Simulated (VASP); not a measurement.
# CdO (Fm-3m) in VASP: settings compared

One crystal, CdO, is run at these levels: LDA, HSE06, PBE0; tasks: single point.

Everything below comes from runs of VASP 6.6.1. Logs are shortened: lines on timing, memory, paths and dates and some standing lists are left out, and cuts for length are marked.

### 1 The crystal as given

It takes space group Fm-3m (No. 225, cubic). Conventional cell: a = 4.211 Å, b = 4.211 Å, c = 4.211 Å, α = 90.00°, β = 90.00°, γ = 90.00°. Around Cd (site symmetry m-3m) lie 6 O at 2.11 Å. Around O (site symmetry m-3m) lie 6 Cd at 2.11 Å.

The cell was built by a generator and isn't the measured one.

### 2 Single point, LDA

INCAR

```
PREC     = Accurate       # precision mode
ENCUT    = 520            # plane-wave cutoff, eV
EDIFF    = 1E-7           # SCF threshold, eV
ISMEAR   = -1             # smearing method
SIGMA    = 0.05           # smearing width, eV
LREAL    = False          # projectors in reciprocal space
LASPH    = True           # aspherical terms in the spheres
NELM     = 60             # most SCF steps
ALGO     = Normal         # electronic algorithm
ISIF     = 2              # what is computed and relaxed
LWAVE    = False          # write WAVECAR
LCHARG   = False          # write CHGCAR
GGA      = CA             # functional
NBANDS   = 16             # bands
```

KPOINTS

```
Automatic mesh
0
Gamma
  12 12 12
```

POSCAR

```
CdO
1.0
    0.0000000000      2.1055000000      2.1055000000
    2.1055000000      0.0000000000      2.1055000000
    2.1055000000      2.1055000000      0.0000000000
Cd O
1 1
Direct
    0.0000000000      0.0000000000      0.0000000000
    0.5000000000      0.5000000000      0.5000000000
```

Potentials or basis: VASP PAW LDA potentials, release 64 (Cd, O).

The run is started by

```console
$ cat potpaw_LDA.64/Cd/POTCAR potpaw_LDA.64/O/POTCAR > POTCAR
$ mpirun -np 1 vasp_std > vasp.out
```

OUTCAR:

```text
PREC = Accurate
   ENCUT = 520
   EDIFF = 1E-7
   ISMEAR = -1
   LREAL = False
   LASPH = True
   NELM = 60
   ISIF = 2
   GGA = CA

 ion  position               nearest neighbor table
   1  0.000  0.000  0.000-   2 2.11   2 2.11   2 2.11   2 2.11   2 2.11   2 2.11
   2  0.500  0.500  0.500-   1 2.11   1 2.11   1 2.11   1 2.11   1 2.11   1 2.11

  LATTYP: Found a face centered cubic cell.
 ALAT       =     4.2110000000

  Lattice vectors:

 A1 = (   0.0000000000,   2.1055000000,   2.1055000000)
 A2 = (   2.1055000000,   0.0000000000,   2.1055000000)
 A3 = (   2.1055000000,   2.1055000000,   0.0000000000)

Analysis of symmetry for initial positions (statically):
=====================================================================
 Subroutine PRICEL returns:
 Original cell was already a primitive cell.

 Routine SETGRP: Setting up the symmetry group for a
 face centered cubic supercell.

 Subroutine GETGRP returns: Found 48 space group operations
 (whereof 48 operations were pure point group operations)
 out of a pool of 48 trial point group operations.

The static configuration has the point symmetry O_h .

Analysis of symmetry for dynamics (positions and initial velocities):
=====================================================================
 Subroutine PRICEL returns:
 Original cell was already a primitive cell.

 Routine SETGRP: Setting up the symmetry group for a
 face centered cubic supercell.

 Subroutine GETGRP returns: Found 48 space group operations
 (whereof 48 operations were pure point group operations)
 out of a pool of 48 trial point group operations.

The dynamic configuration has the point symmetry O_h .

 Subroutine INISYM returns: Found 48 space group operations
 (whereof 48 operations are pure point group operations),
 and found     1 'primitive' translations

----------------------------------------------------------------------------------------

                                     Primitive cell

  volume of cell :      18.6679

  direct lattice vectors                    reciprocal lattice vectors
     0.000000000  2.105500000  2.105500000    -0.237473284  0.237473284  0.237473284
     2.105500000  0.000000000  2.105500000     0.237473284 -0.237473284  0.237473284
     2.105500000  2.105500000  0.000000000     0.237473284  0.237473284 -0.237473284

  length of vectors
     2.977626656  2.977626656  2.977626656     0.411315794  0.411315794  0.411315794

  position of ions in fractional coordinates (direct lattice)
     0.000000000  0.000000000  0.000000000
     0.500000000  0.500000000  0.500000000

  ion indices of the primitive-cell ions
   primitive index   ion index
                 1           1
                 2           2

----------------------------------------------------------------------------------------

 KPOINTS: Automatic mesh

Automatic generation of k-mesh.
 Grid dimensions read from file:
 generate k-points for:   12   12   12

 Generating k-lattice:

  Cartesian coordinates                     Fractional coordinates (reciprocal lattice)
    -0.019789440  0.019789440  0.019789440     0.083333333  0.000000000  0.000000000
     0.019789440 -0.019789440  0.019789440     0.000000000  0.083333333  0.000000000
     0.019789440  0.019789440 -0.019789440     0.000000000  0.000000000  0.083333333

  Length of vectors
     0.034276316  0.034276316  0.034276316

  Shift w.r.t. Gamma in fractional coordinates (k-lattice)
     0.000000000  0.000000000  0.000000000

 Subroutine IBZKPT returns following result:
 ===========================================

 Found     72 irreducible k-points:

 Following reciprocal coordinates:
            Coordinates               Weight
  0.000000  0.000000  0.000000      1.000000
  0.083333  0.000000  0.000000      8.000000
  0.166667  0.000000  0.000000      8.000000
  0.250000  0.000000  0.000000      8.000000
  0.333333  0.000000  0.000000      8.000000
  0.416667  0.000000  0.000000      8.000000
[... 16 lines left out ...]
  0.500000  0.166667  0.000000     24.000000
 -0.416667  0.166667  0.000000     24.000000
 [... further k-points ...]
   k-points           NKPTS =     72   k-points in BZ     NKDIM =     72   number of bands    NBANDS=     16
   number of dos      NEDOS =    301   number of ions     NIONS =      2
   total plane-waves  NPLWV =  13824
   dimension x,y,z NGX =    24 NGY =   24 NGZ =   24
   dimension x,y,z NGXF=    48 NGYF=   48 NGZF=   48
   ions per type =               1   1
   NGX,Y,Z   is equivalent  to a cutoff of  13.40, 13.40, 13.40 a.u.
   NGXF,Y,Z  is equivalent  to a cutoff of  26.80, 26.80, 26.80 a.u.
 SYSTEM =  unknown system
   PREC   = accura    normal or accurate (medium, high low for compatibility)
   ISTART =      0    job   : 0-new  1-cont  2-samecut
   ICHARG =      2    charge: 1-file 2-atom 10-const
   ISPIN  =      1    spin polarized calculation?
   LNONCOLLINEAR =      F non collinear calculations
   LSORBIT =      F    spin-orbit coupling
   LASPH  =      T    aspherical Exc in radial PAW
   ENCUT  =  520.0 eV  38.22 Ry    6.18 a.u.   5.54  5.54  5.54*2*pi/ulx,y,z
   NELM   =     60;   NELMIN=  2; NELMDL= -5     # of ELM steps
   EDIFF  = 0.1E-06   stopping-criterion for ELM
   LREAL  =      F    real-space projection
   EDIFFG = 0.1E-05   stopping-criterion for IOM
   NSW    =      0    number of steps for IOM
   IBRION =     -1    ionic relax: 0-MD 1-quasi-New 2-CG
   NFREE  =      0    steps in history (QN), initial steepest desc. (CG)
   ISIF   =      2    stress and relaxation
   ISYM   =      2    0-nonsym 1-usesym 2-fastsym
   POTIM  = 0.5000    time-step for ionic-motion
   TEBEG  =    0.0;   TEEND  =   0.0 temperature during run
   PSTRESS=    0.0 pullay stress
   NELECT =      18.0000    total number of electrons
   NUPDOWN=      -1.0000    fix difference up-down
   EMIN   =  10.00;   EMAX   =-10.00  energy-range for DOS
   EFERMI =   0.00;   METHOD = LEGACY
   ISMEAR =    -1;   SIGMA  =   0.05  broadening in eV -4-tet -1-fermi 0-gaus
   EFERMI_NEDOS =   21; number of points for ismear=-14 and -15
   IALGO  =     38    algorithm
   IMIX   =      4    mixing-type and parameters
     AMIX     =   0.40;   BMIX     =  1.00
     AMIX_MAG =   1.60;   BMIX_MAG =  1.00
  volume/ion in A,a.u.               =       9.33        62.99
  Fermi-wavevector in a.u.,A,eV,Ry     =   1.617337  3.056323 35.589817  2.615778
  Thomas-Fermi vector in A             =   2.711778
   LORBIT       =      0    0 simple, 1 ext, 2 COOP (PROOUT), +10 PAW based schemes
   GGA     = CA    functional components
   LHFCALC =     F    Hartree Fock is set to
   AEXX    =    0.0000 exact exchange contribution
   IVDW    =     0    specifies the selected vdW correction
   LEPSILON=     F    determine dielectric tensor
   LRPA    =     F    only Hartree local field effects (RPA)
 non-spin polarized calculation
  energy-cutoff  :      520.00
  volume of cell :       18.67
 maximum number of plane-waves:       531
 NGX is ok and might be reduce to    24
   NGX = 11   NGY = 11   NGZ = 11

 number of electron      18.0000010 magnetization

 Free energy of the ion-electron system (eV)
  ---------------------------------------------------
  ext. energy  EPLUGINS =         0.00000000
  ---------------------------------------------------
  free energy    TOTEN  =        -7.79284663 eV

  energy without entropy =       -7.79269240  energy(sigma->0) =       -7.79276951

 E-fermi :   6.1268     XC(G=0): -14.1321

 val. band max:        5.9217779673   @ k =   0.5000   0.0000   0.0000
 cond. band min:       6.1609947348   @ k =   0.0000   0.0000   0.0000
 fundamental gap:      0.2392167676
 Fermi energy:         6.1267732976

 k-point     1 :       0.0000    0.0000    0.0000
  band No.  band energies     occupation
      1     -14.6561      2.00000
      2      -2.1791      2.00000
      3      -2.1791      2.00000
      4      -2.1791      2.00000
      5      -1.5613      2.00000
      6      -1.5613      2.00000
[... 8 lines left out ...]
     15      28.8954      0.00000
     16      28.8954      0.00000

 k-point     2 :       0.0833    0.0000    0.0000
  band No.  band energies     occupation
      1     -14.5572      2.00000
      2      -2.2785      2.00000
      3      -2.1639      2.00000
      4      -2.1639      2.00000
      5      -1.7229      2.00000
      6      -1.7229      2.00000
[... 8 lines left out ...]
     15      28.3321      0.00000
     16      28.3321      0.00000

 k-point     3 :       0.1667    0.0000    0.0000
  band No.  band energies     occupation
      1     -14.2755      2.00000
      2      -2.6289      2.00000
      3      -2.4130      2.00000
      4      -2.4130      2.00000
      5      -1.7738      2.00000
      6      -1.7738      2.00000
[... 8 lines left out ...]
     15      28.0420      0.00000
     16      28.0420      0.00000

 k-point     4 :       0.2500    0.0000    0.0000
  band No.  band energies     occupation
      1     -13.8592      2.00000
      2      -3.2779      2.00000
      3      -2.9104      2.00000
      4      -2.9104      2.00000
      5      -1.5413      2.00000
      6      -1.5413      2.00000
[... 8 lines left out ...]
     15      28.5074      0.00000
     16      28.5074      0.00000

 k-point     5 :       0.3333    0.0000    0.0000
  band No.  band energies     occupation
      1     -13.3944      2.00000
      2      -4.0646      2.00000
      3      -3.3463      2.00000
      4      -3.3463      2.00000
      5      -1.2663      2.00000
      6      -1.2663      2.00000
[... 8 lines left out ...]
     15      29.4625      0.00000
     16      29.4625      0.00000

 k-point     6 :       0.4167    0.0000    0.0000
  band No.  band energies     occupation
      1     -13.0123      2.00000
      2      -4.7008      2.00000
      3      -3.6308      2.00000
      4      -3.6308      2.00000
      5      -1.0522      2.00000
      6      -1.0522      2.00000
[... 8 lines left out ...]
     15      30.7626      0.00000
     16      30.7626      0.00000
[... 267 lines left out ...]
 k-point    21 :       0.3333    0.1667    0.0000
  band No.  band energies     occupation
      1     -13.6028      2.00000
      2      -3.7531      2.00000
      3      -2.9902      2.00000
      4      -2.5218      2.00000
      5      -1.6903      2.00000
      6      -1.1036      2.00000
[... 8 lines left out ...]
     15      29.9147      0.00000
     16      32.4225      0.00000

 k-point    22 :       0.4167    0.1667    0.0000
  band No.  band energies     occupation
      1     -13.2651      2.00000
      2      -4.0631      2.00000
      3      -3.3114      2.00000
      4      -2.9524      2.00000
      5      -1.4327      2.00000
      6      -0.9355      2.00000
[... 8 lines left out ...]
     15      30.3670      0.00000
     16      32.4247      0.00000

 k-point    23 :       0.5000    0.1667    0.0000
  band No.  band energies     occupation
      1     -13.0248      2.00000
      2      -4.3441      2.00000
      3      -3.4394      2.00000
      4      -3.2920      2.00000
      5      -1.1729      2.00000
      6      -0.9040      2.00000
[... 8 lines left out ...]
     15      30.6996      0.00000
     16      31.0900      0.00000

 k-point    24 :      -0.4167    0.1667    0.0000
  band No.  band energies     occupation
      1     -12.9668      2.00000
      2      -4.4659      2.00000
      3      -3.4818      2.00000
      4      -3.3640      2.00000
      5      -1.0264      2.00000
      6      -0.9770      2.00000
[... 8 lines left out ...]
     15      29.2712      0.00000
     16      30.1524      0.00000

 [... further k-points ...]

------------------------ aborting loop because EDIFF is reached ----------------------------------------

  FORCE on cell =-STRESS in cart. coord.  units (eV):
  Direction    XX          YY          ZZ          XY          YZ          ZX
  --------------------------------------------------------------------------------------
  -------------------------------------------------------------------------------------
  Total       11.7516052     11.7516052     11.7516052     -0.0000000     -0.0000000      0.0000000
  in kB     1008.5839278   1008.5839278   1008.5839278     -0.0000000     -0.0000000      0.0000000
  external PRESSURE =    1008.5839278 kB  Pullay stress =       0.0000000 kB

 VOLUME and BASIS-vectors are now :
 -----------------------------------------------------------------------------
  energy-cutoff  :      520.00
  volume of cell :       18.67
      direct lattice vectors                 reciprocal lattice vectors
     0.000000000  2.105500000  2.105500000    -0.237473284  0.237473284  0.237473284
     2.105500000  0.000000000  2.105500000     0.237473284 -0.237473284  0.237473284
     2.105500000  2.105500000  0.000000000     0.237473284  0.237473284 -0.237473284

 POSITION                                       TOTAL-FORCE (eV/Angst)
 -----------------------------------------------------------------------------------
      0.00000      0.00000      0.00000         0.000000      0.000000     -0.000000
      2.10550      2.10550      2.10550        -0.000000     -0.000000      0.000000
 -----------------------------------------------------------------------------------
    total drift:                                0.000000     -0.000000     -0.000000

  FREE ENERGIE OF THE ION-ELECTRON SYSTEM (eV)
  ---------------------------------------------------
  free  energy   TOTEN  =        -7.7928466268 eV

  energy  without entropy=       -7.7926923979  energy(sigma->0) =       -7.79276951
```

Wall time 22 s (1 thread of AMD EPYC 7R13 (Zen 3), shared host); peak memory 0.11 GiB.

What came out:

- Free energy: -7.7928 eV
- Pressure: 100.9 GPa
- Band gap on the k mesh: 0.24 eV, indirect (least direct gap 3.42 eV)

Levels at points of the mesh, in eV from the valence-band top:
```csv
k point,band 5,band 6,band 7,band 8,band 9,band 10,band 11,band 12,band 13,band 14
"(0.00, 0.00, 0.00)",-7.48,-7.48,-3.18,-3.18,-3.18,0.24,14.64,19.15,19.15,19.15
"(0.50, 0.00, 0.00)",-6.89,-6.89,-4.74,0.00,0.00,4.09,9.47,13.06,13.06,21.12
"(0.50, 0.50, 0.00)",-6.57,-6.57,-5.46,-4.59,-4.59,4.97,9.60,12.27,15.97,15.97
```

Caveat: a pressure of tens of GPa on the cell as given is suspect, and the run, the potentials or the cell itself is likely at fault. A k mesh can miss the band edges.

### 3 Single point, HSE06

POSCAR is that of step 2.

INCAR.step1

```
PREC     = Accurate       # precision mode
ENCUT    = 520            # plane-wave cutoff, eV
EDIFF    = 1E-5           # SCF threshold, eV
ISMEAR   = -1             # smearing method
SIGMA    = 0.05           # smearing width, eV
LREAL    = False          # projectors in reciprocal space
LASPH    = True           # aspherical terms in the spheres
NELM     = 60             # most SCF steps
ALGO     = Normal         # electronic algorithm
ISIF     = 2              # what is computed and relaxed
LWAVE    = True           # write WAVECAR
LCHARG   = False          # write CHGCAR
NBANDS   = 16             # bands
GGA      = PE             # functional
```

INCAR.step2

```
PREC     = Accurate       # precision mode
ENCUT    = 520            # plane-wave cutoff, eV
EDIFF    = 1E-7           # SCF threshold, eV
ISMEAR   = -1             # smearing method
SIGMA    = 0.05           # smearing width, eV
LREAL    = False          # projectors in reciprocal space
LASPH    = True           # aspherical terms in the spheres
NELM     = 60             # most SCF steps
ALGO     = Normal         # electronic algorithm
ISIF     = 2              # what is computed and relaxed
LWAVE    = False          # write WAVECAR
LCHARG   = False          # write CHGCAR
GGA      = PE             # functional
LHFCALC  = True           # exact exchange
HFSCREEN = 0.2            # screening, 1/A
PRECFOCK = Fast         
NBANDS   = 16             # bands
ISTART   = 1
```

KPOINTS

```
Automatic mesh
0
Gamma
  8 8 8
```

Potentials or basis: VASP PAW PBE potentials, release 64 (Cd, O).

The run is started by

```console
$ cat potpaw_PBE.64/Cd/POTCAR potpaw_PBE.64/O/POTCAR > POTCAR
$ cp INCAR.step1 INCAR
$ mpirun -np 1 vasp_std > vasp.out
$ cp INCAR.step2 INCAR
$ mpirun -np 1 vasp_std > vasp.out
```

Wall time 56 min (1 thread of AMD EPYC 7R13 (Zen 3), shared host); peak memory 0.23 GiB.

Results (log left out):

* Free energy: -8.0593 eV
* Pressure: 113.6 GPa
* Band gap on the k mesh: 1.83 eV, indirect (least direct gap 5.06 eV)

Levels at points of the mesh, in eV from the valence-band top:
| k point | band 6 | band 7 | band 8 | band 9 | band 10 | band 11 | band 12 | band 13 |
| --- | --- | --- | --- | --- | --- | --- | --- | --- |
| (0.00, 0.00, 0.00) | -8.20 | -3.23 | -3.23 | -3.23 | 1.83 | 16.74 | 21.39 | 21.39 |
| (0.50, 0.00, 0.00) | -7.53 | -5.06 | 0.00 | 0.00 | 5.88 | 11.99 | 15.39 | 15.39 |
| (0.50, 0.50, 0.00) | -7.19 | -6.21 | -4.74 | -4.74 | 7.19 | 11.95 | 14.16 | 18.72 |

Caveat: a pressure of tens of GPa on the cell as given is suspect, and the run, the potentials or the cell itself is likely at fault; the PAW data sets were made with another functional, which shifts forces and pressure a little.

(Continued in part 2 of 2.)
